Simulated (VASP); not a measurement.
# HgSe (F-43m) in VASP: settings compared

Aim: see how the results for HgSe move with the level of theory and the settings. Levels: PBE, HSE06, PBE0. Tasks: band structure.

Program: VASP 6.6.1. These are calculated values, not measurements. Logs are shortened: lines on timing, memory, paths and dates and some standing lists are left out, and cuts for length are marked.

## (1) The structure

Symmetry: F-43m, No. 216, cubic system. Conventional cell: a = 6.146 Å, b = 6.146 Å, c = 6.146 Å, α = 90.00°, β = 90.00°, γ = 90.00°. Hg (site symmetry -43m) has 4 Se at 2.66 Å as nearest neighbours. Se (site symmetry -43m) has 4 Hg at 2.66 Å as nearest neighbours.

## (2) Band structure, PBE

INCAR reads:

```
PREC = Accurate
ENCUT = 520
EDIFF = 1E-7
ISMEAR = 0
SIGMA = 0.03
LREAL = F
LASPH = T
NELM = 80
ALGO = Fast
ISIF = 2
LWAVE = F
LCHARG = F
GGA = PE
KPAR = 8
```

KPOINTS reads:

```
Automatic mesh
0
Gamma
  6 6 6
```

POSCAR reads:

```
HgSe                                    
1.0
    0.0000000000      3.0728100865      3.0728100865
    3.0728100865      0.0000000000      3.0728100865
    3.0728100865      3.0728100865      0.0000000000
  Hg              Se            
     1     1
Direct
     0.0000000000000000    0.0000000000000000    0.0000000000000000
     0.2500000000000000    0.2500000000000000    0.2500000000000000
```

KPOINTS_OPT reads:

```
explicit points
6
Reciprocal
 0.0000000000  0.0000000000  0.0000000000 1
 0.3750000000  0.3750000000  0.7500000000 1
 0.5000000000  0.5000000000  0.5000000000 1
 0.6250000000  0.2500000000  0.6250000000 1
 0.5000000000  0.2500000000  0.7500000000 1
 0.5000000000  0.0000000000  0.5000000000 1
```

Potentials or basis: VASP PAW PBE potentials, release 64 (Hg, Se).

Command:

```sh
$ cat potpaw_PBE.64/Hg/POTCAR potpaw_PBE.64/Se/POTCAR > POTCAR
$ mpirun -np 8 vasp_std > vasp.out
```

OUTCAR:

```text
PREC = Accurate
   ENCUT = 520
   EDIFF = 1E-7
   ISMEAR = 0
   LREAL = F
   LASPH = T
   NELM = 80
   ISIF = 2
   GGA = PE

 ion  position               nearest neighbor table
   1  0.000  0.000  0.000-   2 2.66   2 2.66   2 2.66   2 2.66
   2  0.250  0.250  0.250-   1 2.66   1 2.66   1 2.66   1 2.66

  LATTYP: Found a face centered cubic cell.
 ALAT       =     6.1456201730

  Lattice vectors:

 A1 = (   0.0000000000,   3.0728100865,   3.0728100865)
 A2 = (   3.0728100865,   0.0000000000,   3.0728100865)
 A3 = (   3.0728100865,   3.0728100865,   0.0000000000)

Analysis of symmetry for initial positions (statically):
=====================================================================
 Subroutine PRICEL returns:
 Original cell was already a primitive cell.

 Routine SETGRP: Setting up the symmetry group for a
 face centered cubic supercell.

 Subroutine GETGRP returns: Found 24 space group operations
 (whereof 24 operations were pure point group operations)
 out of a pool of 48 trial point group operations.

The static configuration has the point symmetry T_d .

Analysis of symmetry for dynamics (positions and initial velocities):
=====================================================================
 Subroutine PRICEL returns:
 Original cell was already a primitive cell.

 Routine SETGRP: Setting up the symmetry group for a
 face centered cubic supercell.

 Subroutine GETGRP returns: Found 24 space group operations
 (whereof 24 operations were pure point group operations)
 out of a pool of 48 trial point group operations.

The dynamic configuration has the point symmetry T_d .

 Subroutine INISYM returns: Found 24 space group operations
 (whereof 24 operations are pure point group operations),
 and found     1 'primitive' translations

----------------------------------------------------------------------------------------

                                     Primitive cell

  volume of cell :      58.0279

  direct lattice vectors                    reciprocal lattice vectors
     0.000000000  3.072810087  3.072810087    -0.162717508  0.162717508  0.162717508
     3.072810087  0.000000000  3.072810087     0.162717508 -0.162717508  0.162717508
     3.072810087  3.072810087  0.000000000     0.162717508  0.162717508 -0.162717508

  length of vectors
     4.345609699  4.345609699  4.345609699     0.281834991  0.281834991  0.281834991

  position of ions in fractional coordinates (direct lattice)
     0.000000000  0.000000000  0.000000000
     0.250000000  0.250000000  0.250000000

  ion indices of the primitive-cell ions
   primitive index   ion index
                 1           1
                 2           2

----------------------------------------------------------------------------------------

 KPOINTS: Automatic mesh

Automatic generation of k-mesh.
 Grid dimensions read from file:
 generate k-points for:    6    6    6

 Generating k-lattice:

  Cartesian coordinates                     Fractional coordinates (reciprocal lattice)
    -0.027119585  0.027119585  0.027119585     0.166666667  0.000000000  0.000000000
     0.027119585 -0.027119585  0.027119585     0.000000000  0.166666667  0.000000000
     0.027119585  0.027119585 -0.027119585     0.000000000  0.000000000  0.166666667

  Length of vectors
     0.046972499  0.046972499  0.046972499

  Shift w.r.t. Gamma in fractional coordinates (k-lattice)
     0.000000000  0.000000000  0.000000000

 Subroutine IBZKPT returns following result:
 ===========================================

 Found     16 irreducible k-points:

 Following reciprocal coordinates:
            Coordinates               Weight
  0.000000  0.000000  0.000000      1.000000
  0.166667  0.000000  0.000000      8.000000
  0.333333  0.000000  0.000000      8.000000
  0.500000  0.000000  0.000000      4.000000
  0.166667  0.166667  0.000000      6.000000
  0.333333  0.166667  0.000000     24.000000
[... 8 lines left out ...]
 -0.333333  0.333333  0.166667     24.000000
 -0.333333  0.500000  0.166667     12.000000
   k-points           NKPTS =     16   k-points in BZ     NKDIM =     16   number of bands    NBANDS=     13
   number of dos      NEDOS =    301   number of ions     NIONS =      2
   total plane-waves  NPLWV =  32768
   dimension x,y,z NGX =    32 NGY =   32 NGZ =   32
   dimension x,y,z NGXF=    64 NGYF=   64 NGZF=   64
   ions per type =               1   1
   NGX,Y,Z   is equivalent  to a cutoff of  12.24, 12.24, 12.24 a.u.
   NGXF,Y,Z  is equivalent  to a cutoff of  24.48, 24.48, 24.48 a.u.
 SYSTEM =  unknown system
   PREC   = accura    normal or accurate (medium, high low for compatibility)
   ISTART =      0    job   : 0-new  1-cont  2-samecut
   ICHARG =      2    charge: 1-file 2-atom 10-const
   ISPIN  =      1    spin polarized calculation?
   LNONCOLLINEAR =      F non collinear calculations
   LSORBIT =      F    spin-orbit coupling
   LASPH  =      T    aspherical Exc in radial PAW
   ENCUT  =  520.0 eV  38.22 Ry    6.18 a.u.   8.08  8.08  8.08*2*pi/ulx,y,z
   NELM   =     80;   NELMIN=  2; NELMDL= -5     # of ELM steps
   EDIFF  = 0.1E-06   stopping-criterion for ELM
   LREAL  =      F    real-space projection
   EDIFFG = 0.1E-05   stopping-criterion for IOM
   NSW    =      0    number of steps for IOM
   IBRION =     -1    ionic relax: 0-MD 1-quasi-New 2-CG
   NFREE  =      0    steps in history (QN), initial steepest desc. (CG)
   ISIF   =      2    stress and relaxation
   ISYM   =      2    0-nonsym 1-usesym 2-fastsym
   POTIM  = 0.5000    time-step for ionic-motion
   TEBEG  =    0.0;   TEEND  =   0.0 temperature during run
   PSTRESS=    0.0 pullay stress
   NELECT =      18.0000    total number of electrons
   NUPDOWN=      -1.0000    fix difference up-down
   EMIN   =  10.00;   EMAX   =-10.00  energy-range for DOS
   EFERMI =   0.00;   METHOD = LEGACY
   ISMEAR =     0;   SIGMA  =   0.03  broadening in eV -4-tet -1-fermi 0-gaus
   EFERMI_NEDOS =   21; number of points for ismear=-14 and -15
   IALGO  =     68    algorithm
   IMIX   =      4    mixing-type and parameters
     AMIX     =   0.40;   BMIX     =  1.00
     AMIX_MAG =   1.60;   BMIX_MAG =  1.00
  volume/ion in A,a.u.               =      29.01       195.80
  Fermi-wavevector in a.u.,A,eV,Ry     =   1.108205  2.094203 16.709552  1.228117
  Thomas-Fermi vector in A             =   2.244729
   LORBIT       =      0    0 simple, 1 ext, 2 COOP (PROOUT), +10 PAW based schemes
   GGA     = PE    functional components
   LHFCALC =     F    Hartree Fock is set to
   AEXX    =    0.0000 exact exchange contribution
   IVDW    =     0    specifies the selected vdW correction
   LEPSILON=     F    determine dielectric tensor
   LRPA    =     F    only Hartree local field effects (RPA)
 non-spin polarized calculation
 RMM-DIIS sequential band-by-band and
 Gauss-broadening in eV      SIGMA  =   0.03
  energy-cutoff  :      520.00
  volume of cell :       58.03
 maximum number of plane-waves:      1588
   NGX = 17   NGY = 17   NGZ = 17

 number of electron      18.0000000 magnetization

 Free energy of the ion-electron system (eV)
  ---------------------------------------------------
  ext. energy  EPLUGINS =         0.00000000
  ---------------------------------------------------
  free energy    TOTEN  =        -4.04952292 eV

  energy without entropy =       -4.04930867  energy(sigma->0) =       -4.04941580

 E-fermi :   1.4653     XC(G=0):  -8.9008

 val. band max:        1.4561991095   @ k =   0.0000   0.0000   0.0000
 cond. band min:       2.2594887572   @ k =   0.1667   0.0000   0.0000
 fundamental gap:      0.8032896477
 Fermi energy:         1.4653361823

 k-point     1 :       0.0000    0.0000    0.0000
  band No.  band energies     occupation
      1     -11.7906      2.00000
      2      -5.5349      2.00000
      3      -5.5349      2.00000
      4      -5.5349      2.00000
      5      -4.8440      2.00000
      6      -4.8440      2.00000
      7       0.4775      2.00000
      8       1.4562      1.33333
      9       1.4562      1.33333
     10       1.4562      1.33333
     11       6.9833      0.00000
     12       6.9833      0.00000
     13       6.9833      0.00000

 k-point     2 :       0.1667    0.0000    0.0000
  band No.  band energies     occupation
      1     -11.6843      2.00000
      2      -5.4869      2.00000
      3      -5.4869      2.00000
      4      -5.4753      2.00000
      5      -4.8462      2.00000
      6      -4.8462      2.00000
      7      -0.8244      2.00000
      8       1.2056      2.00000
      9       1.2056      2.00000
     10       2.2595      0.00000
     11       6.5930      0.00000
     12       7.3209      0.00000
     13       7.3209      0.00000

 k-point     3 :       0.3333    0.0000    0.0000
  band No.  band energies     occupation
      1     -11.4625      2.00000
      2      -5.4048      2.00000
      3      -5.4048      2.00000
      4      -5.1504      2.00000
      5      -4.8264      2.00000
      6      -4.8264      2.00000
      7      -2.6248      2.00000
      8       0.7524      2.00000
      9       0.7524      2.00000
     10       2.5801      0.00000
     11       7.4353      0.00000
     12       7.6934      0.00000
     13       7.6934      0.00000
[... 177 lines left out ...]
 k-point    15 :      -0.3333    0.3333    0.1667
  band No.  band energies     occupation
      1     -11.2363      2.00000
      2      -5.2879      2.00000
      3      -5.2274      2.00000
      4      -4.9014      2.00000
      5      -4.8534      2.00000
      6      -4.4114      2.00000
      7      -3.5899      2.00000
      8      -1.1107      2.00000
      9      -0.2983      2.00000
     10       4.5541      0.00000
     11       6.6785      0.00000
     12       7.5157      0.00000
     13       9.7522      0.00000

 k-point    16 :      -0.3333    0.5000    0.1667
  band No.  band energies     occupation
      1     -11.1983      2.00000
      2      -5.2806      2.00000
      3      -5.1449      2.00000
      4      -4.9977      2.00000
      5      -4.8091      2.00000
      6      -4.3320      2.00000
      7      -3.6205      2.00000
      8      -1.0243      2.00000
      9      -0.8179      2.00000
     10       4.7706      0.00000
     11       5.7163      0.00000
     12       8.6630      0.00000
     13       9.1950      0.00000

------------------------ aborting loop because EDIFF is reached ----------------------------------------

  FORCE on cell =-STRESS in cart. coord.  units (eV):
  Direction    XX          YY          ZZ          XY          YZ          ZX
  --------------------------------------------------------------------------------------
  -------------------------------------------------------------------------------------
  Total        1.0898513      1.0898513      1.0898513      0.0000000      0.0000000     -0.0000000
  in kB       30.0912800     30.0912800     30.0912800      0.0000000      0.0000000     -0.0000000
  external PRESSURE =      30.0912800 kB  Pullay stress =       0.0000000 kB

 VOLUME and BASIS-vectors are now :
 -----------------------------------------------------------------------------
  energy-cutoff  :      520.00
  volume of cell :       58.03
      direct lattice vectors                 reciprocal lattice vectors
     0.000000000  3.072810087  3.072810087    -0.162717508  0.162717508  0.162717508
     3.072810087  0.000000000  3.072810087     0.162717508 -0.162717508  0.162717508
     3.072810087  3.072810087  0.000000000     0.162717508  0.162717508 -0.162717508

 POSITION                                       TOTAL-FORCE (eV/Angst)
 -----------------------------------------------------------------------------------
      0.00000      0.00000      0.00000        -0.000000      0.000000     -0.000000
      1.53641      1.53641      1.53641         0.000000      0.000000      0.000000
 -----------------------------------------------------------------------------------
    total drift:                                0.000000      0.000000      0.000000

  FREE ENERGIE OF THE ION-ELECTRON SYSTEM (eV)
  ---------------------------------------------------
  free  energy   TOTEN  =        -4.0495229225 eV

  energy  without entropy=       -4.0493086692  energy(sigma->0) =       -4.04941580
```

Run time: 4.9 s. Hardware: 8 MPI ranks of Intel Xeon Platinum 8488C (Sapphire Rapids), shared host; peak memory 0.19 GiB.

Results:

```
Free energy             : -4.0495 eV
Pressure                : 3.0 GPa
Band gap along the path : none (metal or under the smearing width)
```

Caveat: spin-orbit coupling is left out, which moves the levels of the heavy elements.

## (3) Band structure, HSE06

POSCAR is that of step 2.

INCAR.step1 reads:

```
PREC = Accurate
ENCUT = 520
EDIFF = 1E-5
ISMEAR = 0
SIGMA = 0.03
LREAL = F
LASPH = T
NELM = 80
ALGO = Normal
ISIF = 2
LWAVE = T
LCHARG = F
KPAR = 8
GGA = PE
```

INCAR.step2 reads:

```
PREC = Accurate
ENCUT = 520
EDIFF = 1E-7
ISMEAR = 0
SIGMA = 0.03
LREAL = F
LASPH = T
NELM = 80
ALGO = Normal
ISIF = 2
LWAVE = F
LCHARG = F
GGA = PE
LHFCALC = T
HFSCREEN = 0.2
PRECFOCK = Fast
KPAR = 8
ISTART = 1
```

KPOINTS is that of step 2.

KPOINTS_OPT is that of step 2.

Potentials or basis: VASP PAW PBE potentials, release 64 (Hg, Se).

Command:

```sh
$ cat potpaw_PBE.64/Hg/POTCAR potpaw_PBE.64/Se/POTCAR > POTCAR
$ cp INCAR.step1 INCAR
$ mpirun -np 8 vasp_std > vasp.out
$ cp INCAR.step2 INCAR
$ mpirun -np 8 vasp_std > vasp.out
```

It took 5.7 min on 8 MPI ranks of Intel Xeon Platinum 8488C (Sapphire Rapids), shared host; peak memory 0.33 GiB.

The run converged. Its results:

```yaml
Free_energy: -5.2949 eV
Pressure: 1.0 GPa
Band_gap_along_the_path: none (metal or under the smearing width)
```

Levels at points of the mesh, in eV from the Fermi level:
```
           k point  band 7  band 8  band 9  band 10  band 11  band 12
(0.00, 0.00, 0.00)   -0.21   -0.01   -0.01    -0.01     6.47     6.47
(0.50, 0.00, 0.00)   -5.67   -1.01   -1.01     1.95     7.23     7.23
(0.50, 0.50, 0.00)   -5.34   -2.36   -2.36     3.64     3.82     9.49
```

Caveat: the PAW data sets were made with another functional, which shifts forces and pressure a little; spin-orbit coupling is left out, which moves the levels of the heavy elements.

## (4) Band structure, PBE0

POSCAR is that of step 3.

INCAR.step1 is that of step 3.

INCAR.step2, as its differences from that of step 3:

```diff
@@ -14,4 +14,5 @@
 LHFCALC = T
-HFSCREEN = 0.2
+AEXX = 0.25
 PRECFOCK = Fast
+HFRCUT = -1
 KPAR = 8
```

KPOINTS is that of step 3.

KPOINTS_OPT is that of step 3.

Command:

```sh
$ cat potpaw_PBE.64/Hg/POTCAR potpaw_PBE.64/Se/POTCAR > POTCAR
$ cp INCAR.step1 INCAR
$ mpirun -np 8 vasp_std > vasp.out
$ cp INCAR.step2 INCAR
$ mpirun -np 8 vasp_std > vasp.out
```

Run time: 9.6 min. Hardware: 8 MPI ranks of Intel Xeon Platinum 8488C (Sapphire Rapids), shared host; peak memory 0.25 GiB.

The run converged. Its results:

```yaml
Free_energy: -5.7946 eV
Pressure: 0.9 GPa
Band_gap_on_the_k_mesh: 0.37 eV, direct
Band_gap_along_the_path: 0.37 eV, direct
```

Levels at points of the mesh, in eV from the valence-band top:
| k point | band 6 | band 7 | band 8 | band 9 | band 10 | band 11 | band 12 | band 13 |
| --- | --- | --- | --- | --- | --- | --- | --- | --- |
| (0.00, 0.00, 0.00) | -7.39 | -0.02 | 0.00 | 0.00 | 0.37 | 7.14 | 7.14 | 7.14 |
| (0.50, 0.00, 0.00) | -7.06 | -5.75 | -1.03 | -1.03 | 2.59 | 7.90 | 7.90 | 8.67 |
| (0.50, 0.50, 0.00) | -7.00 | -5.41 | -2.41 | -2.40 | 4.31 | 4.45 | 10.17 | 11.70 |

Caveat: the PAW data sets were made with another functional, which shifts forces and pressure a little; spin-orbit coupling is left out, which moves the levels of the heavy elements.

## (5) Band structure, HSE06, spin-orbit coupling, no magnetisation

POSCAR reads:

```
HgSe                                    
1.0
    0.0000000000      3.0728100868      3.0728100868
    3.0728100868      0.0000000000      3.0728100868
    3.0728100868      3.0728100868      0.0000000000
  Hg              Se            
     1     1
Direct
     0.0000000000000000    0.0000000000000000    0.0000000000000000
     0.2500000000000000    0.2500000000000000    0.2500000000000000
```

INCAR.step1 reads:

```
ALGO = Normal ; EDIFF = 1E-5
ENCUT = 520 ; GGA = PE
GGA_COMPAT = F ; ISIF = 2
ISMEAR = 0 ; KPAR = 4
LASPH = T ; LCHARG = F
LORBIT = 11 ; LREAL = F
LSORBIT = T ; LWAVE = T
MAGMOM = 0 0 0 0 0 0 ; NBANDS = 30
NELM = 80 ; PREC = Accurate
SIGMA = 0.03
```

INCAR.step2 reads:

```
ALGO = Normal ; EDIFF = 1E-6
ENCUT = 520 ; GGA = PE
GGA_COMPAT = F ; HFSCREEN = 0.2
ISIF = 2 ; ISMEAR = 0
ISTART = 1 ; KPAR = 4
LASPH = T ; LCHARG = F
LHFCALC = T ; LORBIT = 11
LREAL = F ; LSORBIT = T
LWAVE = F ; MAGMOM = 0 0 0 0 0 0
NBANDS = 30 ; NELM = 80
PREC = Accurate ; PRECFOCK = Fast
SIGMA = 0.03
```

KPOINTS reads:

```
k-points
0
Gamma
  4 4 4
```

KPOINTS_OPT is that of step 4.

Command:

```sh
$ cat potpaw_PBE.64/Hg/POTCAR potpaw_PBE.64/Se/POTCAR > POTCAR
$ cp INCAR.step1 INCAR
$ mpirun -np 4 vasp_ncl > vasp.out
$ cp INCAR.step2 INCAR
$ mpirun -np 4 vasp_ncl > vasp.out
```

Run time: 16 min. Hardware: 4 MPI ranks of Intel Xeon Platinum 8559C (Emerald Rapids), shared host; peak memory 0.41 GiB.

The run converged. Its results:

```
Free energy                                           : -5.5322 eV
Pressure                                              : 1.0 GPa
Valence electrons inside the program's atomic spheres : Hg 10.49; Se 3.86
```

Caveat: the k mesh is coarse (spacing up to 0.44 Å⁻¹), so the values aren't converged, least of all with exact exchange; the PAW data sets were made with another functional, which shifts forces and pressure a little.

(Part 1 of 2 ends here.)
